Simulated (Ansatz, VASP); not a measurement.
This is a calculation of KBr for Ansatz 0.2.0.

File input.yaml:

```yaml
crystal:
  lattice:
    - [3.960955451, 0.0, 0.0]
    - [0.0, 3.960955451, 0.0]
    - [0.0, 0.0, 3.960955451]
  atoms:
    - { symbol: Br, position: [0.5, 0.5, 0.5] }
    - { symbol: K, position: [0.0, 0.0, 0.0] }
kpoints:
  mp_grid: { grid: [7, 7, 7] }
scf:
  occupations: { method: fermi_dirac, width: 0.05 }
hamiltonian:
  xc: pbe
  pseudopotentials: { kind: all_electron, lapw: { basis_error: 0.0005 } }
output:
  forces: true
  stress: true
  eigenvalues: true
```

Potentials or basis: all-electron LAPW, scalar-relativistic.

Run with:

```console
$ ansatz run input.yaml --threads 1 --pin off --max-ram 2560MiB --backend cpu --events-out ev --progress --plain --runs-dir out
```

Task: Translate it to VASP 6.6.1. Potentials there: VASP PAW PBE potentials, release 64 (Br, K_sv).

Result: As run (the cutoff follows the program's own potentials):

Contents of INCAR:

```
  PREC = Accurate
  ENCUT = 520
  EDIFF = 1E-6
  ISMEAR = -1
  SIGMA = 0.05
  LREAL = False
  LASPH = True
  NELM = 60
  ALGO = Normal
  ISIF = 2
  LWAVE = False
  LCHARG = True
  GGA = PE
  LELF = True
  LVHAR = True
  NBANDS = 15
```

Contents of KPOINTS:

```
Automatic mesh
0
Gamma
  7 7 7
```

POSCAR

```
KBr
1.0
    3.9609554510      0.0000000000      0.0000000000
    0.0000000000      3.9609554510      0.0000000000
    0.0000000000      0.0000000000      3.9609554510
Br K
1 1
Direct
    0.5000000000      0.5000000000      0.5000000000
    0.0000000000      0.0000000000      0.0000000000
```

Potentials or basis: VASP PAW PBE potentials, release 64 (Br, K_sv).

Launch:

```bash
$ cat potpaw_PBE.64/Br/POTCAR potpaw_PBE.64/K_sv/POTCAR > POTCAR
$ mpirun -np 1 vasp_std > vasp.out
```

Both were run:

|  | VASP | Ansatz | Ansatz less VASP |
| --- | --- | --- | --- |
| gap on the k mesh at the Fermi level (eV) | 4.09 | 4.09 | +0.001 |
| least direct gap on the mesh (eV) | 4.34 | 4.34 | 0.000 |
| pressure (GPa) | 1.1 | 1.1 | -0.06 |

Ansatz ran all-electron here, so the differences hold the error of VASP's frozen core and of both bases.

Caveats: an odd mesh through Γ misses points on the zone boundary, where band edges often lie.
